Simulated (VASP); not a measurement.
# MoS2 in VASP: relaxation of the atoms with PBE+D3(BJ)

Aim: the relaxation of the atoms of MoS2 with PBE+D3(BJ).

Program: VASP 6.6.1. These are calculated values, not measurements. Logs are shortened: lines on timing, memory, paths and dates and some standing lists are left out, and cuts for length are marked.

### 1 The structure

The cell holds a sheet with vacuum, 6 atoms: a = 3.192 Å, b = 3.192 Å, c = 27.277 Å, α = 90.00°, β = 90.00°, γ = 120.00°.

The cell was built by a generator and needn't be a form met in nature.

### 2 Relaxation of the atoms, PBE+D3(BJ)

Input file INCAR:

```
SYSTEM = MoS2
PREC = Accurate
ENCUT = 520
EDIFF = 1E-6
ISMEAR = -1
SIGMA = 0.05
LREAL = .FALSE.
LASPH = .TRUE.
NELM = 60
ALGO = Normal
ISIF = 2
LWAVE = .FALSE.
LCHARG = .FALSE.
GGA = PE
IVDW = 12
IBRION = 2
NSW = 60
EDIFFG = -0.005
```

Input file KPOINTS:

```
regular mesh
0
G
  10 10 1
  0 0 0
```

Input file POSCAR:

```
MoS2
1.0
    3.1916000000      0.0000000000      0.0000000000
   -1.5958000000      2.7640066787      0.0000000000
    0.0000000000      0.0000000000     27.2770000000
S Mo
4 2
Direct
    0.6666666667      0.3333333333      0.3299483081
    0.6666666667      0.3333333333      0.4446969975
    0.3333333333      0.6666666667      0.5553030025
    0.3333333333      0.6666666667      0.6700516919
    0.3333333333      0.6666666667      0.3873226528
    0.6666666667      0.3333333333      0.6126773472
```

Potentials or basis: VASP PAW PBE potentials, release 64 (S, Mo_sv).

Started as:

```
> cat potpaw_PBE.64/S/POTCAR potpaw_PBE.64/Mo_sv/POTCAR > POTCAR
> mpirun -np 1 vasp_std > vasp.out
```

OUTCAR:

```text
SYSTEM = MoS2
   PREC = Accurate
   ENCUT = 520
   EDIFF = 1E-6
   ISMEAR = -1
   LREAL = .FALSE.
   LASPH = .TRUE.
   NELM = 60
   ISIF = 2
   GGA = PE
   IVDW = 12
   IBRION = 2
   NSW = 60
   EDIFFG = -0.005
 IVDW          = 12

 ion  position               nearest neighbor table
   1  0.667  0.333  0.330-   5 2.42   5 2.42   5 2.42
   2  0.667  0.333  0.445-   5 2.42   5 2.42   5 2.42
   3  0.333  0.667  0.555-   6 2.42   6 2.42   6 2.42
   4  0.333  0.667  0.670-   6 2.42   6 2.42   6 2.42
   5  0.333  0.667  0.387-   1 2.42   2 2.42   1 2.42   2 2.42   1 2.42   2 2.42
   6  0.667  0.333  0.613-   3 2.42   4 2.42   3 2.42   4 2.42   3 2.42   4 2.42

  LATTYP: Found a hexagonal cell.
 ALAT       =     3.1916000000
 C/A-ratio  =     8.5464970548

  Lattice vectors:

 A1 = (   3.1916000000,   0.0000000000,   0.0000000000)
 A2 = (  -1.5958000000,   2.7640066787,   0.0000000000)
 A3 = (   0.0000000000,   0.0000000000,  27.2770000000)

Analysis of symmetry for initial positions (statically):
=====================================================================
 Subroutine PRICEL returns:
 Original cell was already a primitive cell.

 Routine SETGRP: Setting up the symmetry group for a
 hexagonal supercell.

 Subroutine GETGRP returns: Found 12 space group operations
 (whereof 12 operations were pure point group operations)
 out of a pool of 24 trial point group operations.

The static configuration has the point symmetry D_3d.

Analysis of symmetry for dynamics (positions and initial velocities):
=====================================================================
 Subroutine PRICEL returns:
 Original cell was already a primitive cell.

 Routine SETGRP: Setting up the symmetry group for a
 hexagonal supercell.

 Subroutine GETGRP returns: Found 12 space group operations
 (whereof 12 operations were pure point group operations)
 out of a pool of 24 trial point group operations.

The dynamic configuration has the point symmetry D_3d.

 Subroutine INISYM returns: Found 12 space group operations
 (whereof 12 operations are pure point group operations),
 and found     1 'primitive' translations

----------------------------------------------------------------------------------------

                                     Primitive cell

  volume of cell :     240.6269

  direct lattice vectors                    reciprocal lattice vectors
     3.191600000  0.000000000  0.000000000     0.313322471  0.180896813  0.000000000
    -1.595800000  2.764006679  0.000000000     0.000000000  0.361793627  0.000000000
     0.000000000  0.000000000 27.277000000     0.000000000  0.000000000  0.036660923

  length of vectors
     3.191600000  3.191600000 27.277000000     0.361793627  0.361793627  0.036660923

  position of ions in fractional coordinates (direct lattice)
     0.666666667  0.333333333  0.329948308
     0.666666667  0.333333333  0.444696998
     0.333333333  0.666666667  0.555303002
     0.333333333  0.666666667  0.670051692
     0.333333333  0.666666667  0.387322653
     0.666666667  0.333333333  0.612677347

  ion indices of the primitive-cell ions
   primitive index   ion index
                 1           1
                 2           2
                 3           3
                 4           4
                 5           5
                 6           6

----------------------------------------------------------------------------------------

 KPOINTS: regular mesh

Automatic generation of k-mesh.
 Grid dimensions read from file:
 generate k-points for:   10   10    1

 Generating k-lattice:

  Cartesian coordinates                     Fractional coordinates (reciprocal lattice)
     0.031332247  0.018089681  0.000000000     0.100000000  0.000000000  0.000000000
     0.000000000  0.036179363  0.000000000     0.000000000  0.100000000  0.000000000
     0.000000000  0.000000000  0.036660923     0.000000000  0.000000000  1.000000000

  Length of vectors
     0.036179363  0.036179363  0.036660923

  Shift w.r.t. Gamma in fractional coordinates (k-lattice)
     0.000000000  0.000000000  0.000000000

 Subroutine IBZKPT returns following result:
 ===========================================

 Found     14 irreducible k-points:

 Following reciprocal coordinates:
            Coordinates               Weight
  0.000000  0.000000  0.000000      1.000000
  0.100000 -0.000000  0.000000      6.000000
  0.200000 -0.000000  0.000000      6.000000
  0.300000 -0.000000  0.000000      6.000000
  0.400000 -0.000000  0.000000      6.000000
  0.500000 -0.000000  0.000000      3.000000
  0.100000  0.100000  0.000000      6.000000
  0.200000  0.100000  0.000000     12.000000
  0.300000  0.100000  0.000000     12.000000
  0.400000  0.100000  0.000000     12.000000
  0.200000  0.200000  0.000000      6.000000
  0.300000  0.200000  0.000000     12.000000
  0.400000  0.200000  0.000000      6.000000
  0.300000  0.300000  0.000000      6.000000
   k-points           NKPTS =     14   k-points in BZ     NKDIM =     14   number of bands    NBANDS=     31
   number of dos      NEDOS =    301   number of ions     NIONS =      6
   total plane-waves  NPLWV = 120960
   dimension x,y,z NGX =    24 NGY =   24 NGZ =  210
   dimension x,y,z NGXF=    48 NGYF=   48 NGZF=  420
   ions per type =               4   2
   NGX,Y,Z   is equivalent  to a cutoff of  12.50, 12.50, 12.80 a.u.
   NGXF,Y,Z  is equivalent  to a cutoff of  25.00, 25.00, 25.60 a.u.
 SYSTEM =  MoS2
   PREC   = accura    normal or accurate (medium, high low for compatibility)
   ISTART =      0    job   : 0-new  1-cont  2-samecut
   ICHARG =      2    charge: 1-file 2-atom 10-const
   ISPIN  =      1    spin polarized calculation?
   LNONCOLLINEAR =      F non collinear calculations
   LSORBIT =      F    spin-orbit coupling
   LASPH  =      T    aspherical Exc in radial PAW
   ENCUT  =  520.0 eV  38.22 Ry    6.18 a.u.   5.93  5.93 50.72*2*pi/ulx,y,z
   NELM   =     60;   NELMIN=  2; NELMDL= -5     # of ELM steps
   EDIFF  = 0.1E-05   stopping-criterion for ELM
   LREAL  =      F    real-space projection
   EDIFFG = -.5E-02   stopping-criterion for IOM
   NSW    =     60    number of steps for IOM
   IBRION =      2    ionic relax: 0-MD 1-quasi-New 2-CG
   NFREE  =      1    steps in history (QN), initial steepest desc. (CG)
   ISIF   =      2    stress and relaxation
   ISYM   =      2    0-nonsym 1-usesym 2-fastsym
   POTIM  = 0.5000    time-step for ionic-motion
   TEBEG  =    0.0;   TEEND  =   0.0 temperature during run
   PSTRESS=    0.0 pullay stress
   NELECT =      52.0000    total number of electrons
   NUPDOWN=      -1.0000    fix difference up-down
   EMIN   =  10.00;   EMAX   =-10.00  energy-range for DOS
   EFERMI =   0.00;   METHOD = LEGACY
   ISMEAR =    -1;   SIGMA  =   0.05  broadening in eV -4-tet -1-fermi 0-gaus
   EFERMI_NEDOS =   21; number of points for ismear=-14 and -15
   IALGO  =     38    algorithm
   IMIX   =      4    mixing-type and parameters
     AMIX     =   0.40;   BMIX     =  1.00
     AMIX_MAG =   1.60;   BMIX_MAG =  1.00
  volume/ion in A,a.u.               =      40.10       270.64
  Fermi-wavevector in a.u.,A,eV,Ry     =   0.982414  1.856493 13.131491  0.965137
  Thomas-Fermi vector in A             =   2.113495
   LORBIT       =      0    0 simple, 1 ext, 2 COOP (PROOUT), +10 PAW based schemes
   GGA     = PE    functional components
   LHFCALC =     F    Hartree Fock is set to
   AEXX    =    0.0000 exact exchange contribution
   IVDW    =    12    specifies the selected vdW correction
   LEPSILON=     F    determine dielectric tensor
   LRPA    =     F    only Hartree local field effects (RPA)
 conjugate gradient relaxation of ions
 non-spin polarized calculation
  energy-cutoff  :      520.00
  volume of cell :      240.63
 maximum number of plane-waves:      6540
 NGX is ok and might be reduce to    24
   NGX = 11   NGY = 11   NGZ =101

--------------------------------------- Ionic step        1  -------------------------------------------

 number of electron      51.9999999 magnetization

 Free energy of the ion-electron system (eV)
  ---------------------------------------------------
  ext. energy  EPLUGINS =         0.00000000
  ---------------------------------------------------
  free energy    TOTEN  =       -43.65988881 eV

  energy without entropy =      -43.65988848  energy(sigma->0) =      -43.65988865

------------------------ aborting loop because EDIFF is reached ----------------------------------------

 Edisp (eV)   -2.17854

 E8    (eV) :    -0.9099

  FORCE on cell =-STRESS in cart. coord.  units (eV):
  Direction    XX          YY          ZZ          XY          YZ          ZX
  --------------------------------------------------------------------------------------
  -------------------------------------------------------------------------------------
  Total      -2.77195    -2.77195    -1.59333     0.00000     0.00000     0.00000
  in kB     -18.45660   -18.45660   -10.60893     0.00000     0.00000     0.00000
  external pressure =      -15.84 kB  Pullay stress =        0.00 kB
[... 109 lines left out ...]
  FREE ENERGIE OF THE ION-ELECTRON SYSTEM (eV)
  ---------------------------------------------------
  free  energy   TOTEN  =       -45.8430024891 eV

  energy  without entropy=      -45.8430020316  energy(sigma->0) =      -45.84300226

[... ionic steps 4 to 13 ...]

--------------------------------------- Ionic step       14  -------------------------------------------

 number of electron      51.9999999 magnetization

------------------------ aborting loop because EDIFF is reached ----------------------------------------

 Edisp (eV)   -2.20287

 E8    (eV) :    -0.9201
[... 77 lines left out ...]
  energy  without entropy=      -45.8455455969  energy(sigma->0) =      -45.84554599

--------------------------------------- Ionic step       16  -------------------------------------------

 number of electron      51.9999999 magnetization

 Free energy of the ion-electron system (eV)
  ---------------------------------------------------
  ext. energy  EPLUGINS =         0.00000000
  ---------------------------------------------------
  free energy    TOTEN  =       -43.64299651 eV

  energy without entropy =      -43.64299564  energy(sigma->0) =      -43.64299607

 E-fermi :   0.8550     XC(G=0):  -5.2017

 val. band max:        0.3377019276   @ k =   0.0000   0.0000   0.0000
 cond. band min:       1.4957126232   @ k =   0.3000   0.3000   0.0000
 fundamental gap:      1.1580106956
 Fermi energy:         0.8549599785

 k-point     1 :       0.0000    0.0000    0.0000
  band No.  band energies     occupation
      1     -61.1157      2.00000
      2     -61.1157      2.00000
      3     -35.2509      2.00000
      4     -35.2509      2.00000
      5     -35.0597      2.00000
      6     -35.0597      2.00000
[... 502 lines left out ...]
  FREE ENERGIE OF THE ION-ELECTRON SYSTEM (eV)
  ---------------------------------------------------
  free  energy   TOTEN  =       -45.8458425518 eV

  energy  without entropy=      -45.8458416813  energy(sigma->0) =      -45.84584212

 reached required accuracy - stopping structural energy minimisation
```

Wall time 12 min (1 thread of Intel Xeon Platinum 8375C at 2.90GHz (Ice Lake), shared host); peak memory 0.4 GiB.

Results:

| Item | Value |
| --- | --- |
| Free energy | -45.8458 eV |
| Energy gained by relaxing | 1.2 meV/atom |
| Ionic steps | 16 |
| Band gap on the k mesh | 1.16 eV, indirect (least direct gap 1.85 eV) |
| Dispersion energy per atom | -0.367 eV |

Step by step:
| step | energy change (eV) | largest force (eV/Å) | pressure (GPa) |
| --- | --- | --- | --- |
| 1 | 0.0000 | 0.2104 | -1.58 |
| 2 | -0.0045 | 0.0454 | -1.17 |
| 3 | -0.0046 | 0.0277 | -1.13 |
| 4 | -0.0046 | 0.0425 | -1.12 |
| 5 | -0.0046 | 0.0393 | -1.12 |
| 6 | -0.0047 | 0.0389 | -1.12 |
| 7 | -0.0049 | 0.0376 | -1.11 |
| 8 | -0.0053 | 0.0355 | -1.10 |
| 9 | -0.0061 | 0.0334 | -1.08 |
| 10 | -0.0070 | 0.0253 | -1.04 |
| 11 | -0.0070 | 0.0380 | -0.95 |
| 12 | -0.0074 | 0.0266 | -1.00 |
| 13 | -0.0042 | 0.2613 | -1.25 |
| 14 | -0.0074 | 0.0122 | -1.02 |
| 15 | -0.0071 | 0.0713 | -1.13 |
| 16 | -0.0074 | 0.0013 | -1.04 |

Final structure:
```xyz
6
Lattice="3.1916 0.0000 0.0000 -1.5958 2.7640 0.0000 0.0000 0.0000 27.2770" Properties=species:S:1:pos:R:3 pbc="T T T"
S     1.5958    0.9213    9.0650
S     1.5958    0.9213   12.1709
S     0.0000    1.8427   15.1061
S     0.0000    1.8427   18.2120
Mo    0.0000    1.8427   10.6188
Mo    1.5958    0.9213   16.6582
```

Expect the measured gap to be larger: semilocal functionals such as PBE lack the derivative discontinuity.
